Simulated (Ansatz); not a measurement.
## Ti: the change of pressure and energy above lowest point with volume per atom

Equation of state of a cubic crystal from periodic Kohn-Sham density functional theory without spin; pressure corrected for the finite basis. The results are calculated, by Ansatz 0.2.0 development build.

Cell of the first row (space group Fm-3m, No. 225):
```
cell vectors (Å)
   0.0000     2.0002     2.0002
   2.0002     0.0000     2.0002
   2.0002     2.0002     0.0000
atoms (fractions of the cell vectors)
Ti  0.00000  0.00000  0.00000
```

Settings of every row: formula Ti; structure type fcc; functional r2SCAN; spin treatment none; k mesh 14x14x14; occupation method fermi-dirac; occupation width 0.1 eV; wave cutoff 220 eV; datasets all-electron datasets; density cutoff ratio 7; dirac inner shells no; nucleus point.

Limits: a cubic model structure, not a phase known at ambient conditions; modest k-mesh, values are not fully converged in k.

```csv
row,volume per atom (Å³),pressure (GPa),energy above lowest point (meV/atom)
1,16.005,10.619,42.87
2,16.526,6.206,15.62
3,17.048,?,?
4,17.57,-1.102,0
5,18.092,-4.106,8.59
```

Question: what pressure and energy above lowest point should row 3 give?

Worked fit of pressure. Take u = (V_r/V)^(2/3) − 1 with V_r = 17.048 Å³ an atom, which is twice the finite (Eulerian) strain; such expansions in the strain, on which the Birch-Murnaghan equation of state is built, carry the rest volume and the bulk modulus. The shown rows have u = 0.04299, 0.02095, -0.01991, -0.03885. Least squares give pressure = 2.3175 + 178.516 × u + 339.26 × u² GPa; a straight line predicts inner rows, each left out in turn, worse (root mean square 0.33 against 0.00074 GPa). All shown rows lie on it to the printed digit. The pressure vanishes at u = -0.0133, or V = 17.39 Å³ an atom, and there the bulk modulus at fixed shape and fractions is B = −V dP/dV = (2/3)(1 + u) dP/du = 111 GPa. The withheld row has u = 0, so the fit gives 2.3175 + 178.516 × (0) + 339.26 × (0)² = 2.317 GPa.

The calculation gave 2.318 GPa. The fit lies 0.001 GPa (0.0068 % of the column's range) below it, one unit of the last digit.

Worked fit of energy above lowest point. Take u = (V_r/V)^(2/3) − 1 with V_r = 17.048 Å³ an atom, which is twice the finite (Eulerian) strain; such expansions in the strain, on which the Birch-Murnaghan equation of state is built, carry the rest volume and the bulk modulus. The shown rows have u = 0.04299, 0.02095, -0.01991, -0.03885. Least squares give energy above lowest point = 1.881 + 363.13 × u + 13755.8 × u² meV/atom; a straight line predicts inner rows, each left out in turn, worse (root mean square 13 against 0.25 meV/atom). The rows lie off it by -0.04, 0.09, -0.10, 0.05 (root mean square 0.074 meV/atom). Its lowest point lies at u = -0.0132, or V = 17.39 Å³ an atom, and the curvature there gives the bulk modulus at fixed shape and fractions, B = (4/9)(1 + u)² E″(u)/V = 110 GPa. The withheld row has u = 0, so the fit gives 1.881 + 363.13 × (0) + 13755.8 × (0)² = 1.88 meV/atom.

The calculation gave 1.87 meV/atom. The fit lies 0.01 meV/atom (0.023 % of the column's range) above it, one unit of the last digit.
